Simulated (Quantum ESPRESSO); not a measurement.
**BeS under changes of volume**

One of the cells (14.261 Å³/atom); the others are scaled copies at fixed shape and fractional positions:

```
CELL_PARAMETERS angstrom
0.00000 2.42500 2.42500
2.42500 0.00000 2.42500
2.42500 2.42500 0.00000
ATOMIC_POSITIONS crystal
S 0.75000 0.75000 0.75000
Be 0.00000 0.00000 0.00000
```

- Program: Quantum ESPRESSO 7.5
- Functional: LDA
- Potentials or basis: GBRV 1.5 LDA
- Cutoff: 612 eV
- Density cutoff: 4898 eV
- k mesh: 9 × 9 × 9
- Occupations: fermi-dirac, width 0.05 eV
- Spin: no spin polarisation

```tsv
volume (Å³/atom)	energy over the lowest point (meV/atom)	pressure (GPa)	gap on the mesh (eV)
13.405	3.49	3.1	2.86
13.690	0.00	0.8	2.91
13.975	0.42	-1.3	2.95
14.261	4.38	-3.2	2.99
14.546	11.55	-4.9	3.03
14.831	21.62	-6.4	3.07
15.116	?	?	?
```

Problem. What does the run at 15.116 Å³/atom give?

Solution. Energy over the lowest point 34.29 meV/atom; pressure -7.9 GPa; gap on the mesh 3.10 eV.

Worked out: A Birch-Murnaghan fit of order 3 (a polynomial in V^(-2/3)) to the other rows has its minimum at 13.80 Å³/atom with B0 = V·E''(V) = 102 GPa and B' = 3.8. It gives 34.33 meV/atom at 15.116 Å³/atom, against the run's 34.29, and -dE/dV = -7.8 GPa, against -7.9. A straight line through the other rows of the gap, of slope 2.05 eV per unit of ln V, extrapolates to 3.11 eV, against the run's 3.10.

Energies are extrapolated to zero smearing.

Caveats: an odd mesh through Γ misses points on the zone boundary, where band edges often lie.
